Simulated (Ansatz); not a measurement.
# GaSb (rocksalt type): the cost of one run

Method: DFT, PBE, PAW with Ansatz's default frozen-core files, scalar-relativistic, in Ansatz 0.2.0.

## 1. Starting point

It takes space group Fm-3m (No. 225, cubic). Conventional cell: a = 5.443 Å, b = 5.443 Å, c = 5.443 Å, α = 90.00°, β = 90.00°, γ = 90.00°. Ga (site symmetry m-3m) is surrounded by 6 Sb at 2.72 Å. Sb (site symmetry m-3m) has 6 Ga at 2.72 Å as nearest neighbours.

Structure file:

```cif
data_structure
_symmetry_space_group_name_H-M 'Fm-3m'
_symmetry_Int_Tables_number 225
_cell_length_a 5.4432
_cell_length_b 5.4432
_cell_length_c 5.4432
_cell_angle_alpha 90.000
_cell_angle_beta 90.000
_cell_angle_gamma 90.000
_cell_volume 161.28
loop_
_atom_site_label
_atom_site_type_symbol
_atom_site_symmetry_multiplicity
_atom_site_Wyckoff_symbol
_atom_site_fract_x
_atom_site_fract_y
_atom_site_fract_z
_atom_site_occupancy
Ga1 Ga 4 a 0.00000 0.00000 0.00000 1
Sb1 Sb 4 b 0.50000 0.00000 0.00000 1
```

The file gives the conventional cell by its symmetry; the runs use the cell typed in the input.

Atoms are numbered in the order of the input: Ga1, Sb2.

## 2. Cell relaxed at zero pressure, PAW

The input, input.yaml:

```yaml
crystal:
  lattice:
    - [0.0, 2.7216090333, 2.7216090333]
    - [2.7216090333, 0.0, 2.7216090333]
    - [2.7216090333, 2.7216090333, 0.0]
  atoms:
    - { symbol: Ga, position: [0.0, 0.0, 0.0] }
    - { symbol: Sb, position: [0.5, 0.5, 0.5] }
kpoints:
  mp_grid: { grid: [13, 13, 13] }
scf:
  occupations: { method: fermi_dirac, width: 0.05 }
hamiltonian:
  xc: pbe
  pseudopotentials: { kind: paw }
output:
  forces: true
  stress: true
relax:
  f_tol: 0.005
  max_steps: 40
  cell: {}
```

Launch:

```bash
> ansatz run input.yaml --threads 1 --pin off --max-ram 3584MiB --backend cpu --events-out ev --progress --plain --runs-dir out
```

Q: Estimate wall time and peak memory on 1 thread of Intel Xeon Platinum 8488C (Sapphire Rapids), shared host.

About 15 s, with a peak of 0.45 GiB.
